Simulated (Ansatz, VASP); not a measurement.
**C in VASP and in Ansatz**

The input POSCAR:

```
C
1.0
    2.1273200000     -1.2282800000      0.0000000000
    2.1273200000      1.2282800000      0.0000000000
   -1.3790700000      0.0000000000      3.5028300000
C
2
Direct
    0.8220398614      0.8389898614      0.9983680662
    0.1642600000      0.1634100000      0.9948100000
```

INCAR.step1

```
SYSTEM = C
  PREC = Accurate
  ENCUT = 520
  ISMEAR = -1
  SIGMA = 0.05
  LREAL = .False.
  LASPH = .True.
  NELM = 60
  NBANDS = 11
  GGA = PE
  ALGO = Normal
  EDIFF = 1E-4
  LWAVE = .True.
  LCHARG = .False.
```

File INCAR.step2:

```
SYSTEM = C
  PREC = Accurate
  ENCUT = 520
  EDIFF = 1E-6
  ISMEAR = -1
  SIGMA = 0.05
  LREAL = .False.
  LASPH = .True.
  NELM = 60
  ALGO = Normal
  ISIF = 2
  LWAVE = .False.
  LCHARG = .True.
  METAGGA = R2SCAN
  LMIXTAU = .True.
  LELF = .True.
  LVHAR = .True.
  NBANDS = 11
  ISTART = 1
```

File KPOINTS:

```
Automatic mesh
0
Gamma
  9 9 6
  0 0 0
```

Input for Ansatz:

```yaml
crystal:
  lattice:
    - [2.12732, -1.22828, 0.0]
    - [2.12732, 1.22828, 0.0]
    - [-1.37907, 0.0, 3.50283]
  atoms:
    - { symbol: C, position: [0.8220398613616352, 0.8389898613616352, 0.9983680661921932] }
    - { symbol: C, position: [0.16426, 0.16341, 0.99481] }
basis:
  ecutwfc: 650.0
  xc_grid: 2
kpoints:
  mp_grid:
    grid: [9, 9, 6]
hamiltonian:
  xc: r2scan
scf:
  convergence:
    dr2_threshold: 1.0e-09
  occupations:
    method: fermi_dirac
    width: 0.05
output:
  forces: true
  stress: true
```

This is a stacking variant of graphite.

Alike in both runs: task single point; functional r2SCAN; k mesh 9 × 9 × 6; occupations fermi-dirac, width 0.05 eV; no spin polarisation.

```csv
,VASP,Ansatz
version,VASP 6.6.1,Ansatz 0.2.0
potentials or method,"VASP PAW PBE potentials, release 64 (C)","plane waves, PAW"
plane-wave cutoff (eV),520,650
valence electrons in the cell,8,8
```

Ansatz gave:

```
pressure (GPa)                                  : 0.0
largest component of the traceless stress (GPa) : 1.68
rms of the force components (eV/Å)              : 0.712
```

Q: Estimate VASP's values.

A: Pressure (GPa): 0.7; largest component of the traceless stress (GPa): 1.75; rms of the force components (eV/Å): 0.713.

Atom by atom the forces differ by 0.002 eV/Å (rms over components). Ansatz warned: «stress_scf_threshold_loose».

Caveats: the PAW data sets were made with another functional, which shifts forces and pressure a little (VASP).
